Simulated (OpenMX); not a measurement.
P in OpenMX: the effect of biaxial strain

Crystal: P.

```
P
1.0
     1.58183   -5.24644    0.00000
     1.58183    5.24644    0.00000
     0.00000    0.00000    4.54364
P
4
Direct
  0.90414 0.09586 0.58882
  0.09586 0.90414 0.41118
  0.59586 0.40414 0.08882
  0.40414 0.59586 0.91118
```

Alike in all runs:

```yaml
Program: OpenMX 3.8.5
Task: band structure
Functional: PBE
Potentials_or_basis: OpenMX 2013 PBE set, P7.0-s2p2d1f1, grid cutoff 300 Ry
k_mesh: 7 × 7 × 5
Occupations: fermi-dirac, width 0.05 eV
Spin: no spin polarisation
```

| biaxial strain | gap on the mesh (eV) | pressure (GPa) | largest force (eV/Å) |
| --- | --- | --- | --- |
| -4 % | 0.05 | 11.1 | 1.41 |
| -2 % | 0.19 | 6.9 | 1.04 |
| 0 % | ? | ? | ? |
| 2 % | 0.22 | 0.6 | 0.65 |
| 4 % | 0.18 | -1.7 | 0.66 |

What does the run with biaxial strain 0 % give?

gap on the mesh 0.27 eV; pressure 3.4 GPa; largest force 0.77 eV/Å.

Worked out: A parabola through the other rows of the gap on the mesh, of slope 0.0145 eV per % there, gives 0.23 eV, against the run's 0.27. A parabola through the other rows of the pressure, of slope -1.6 GPa per % there, gives 3.4 GPa, against the run's 3.4. A parabola through the other rows of the largest force, of slope -0.0945 eV/Å per % there, gives 0.78 eV/Å, against the run's 0.77.

Caveats: the basis of atomic orbitals isn't converged, which shifts pressures, moduli and gaps; the mesh misses the band edges, which the band path finds closer together (some runs); forces of over 1 eV/Å show positions far from the minimum, so gaps and moduli don't describe the material at rest (some runs).
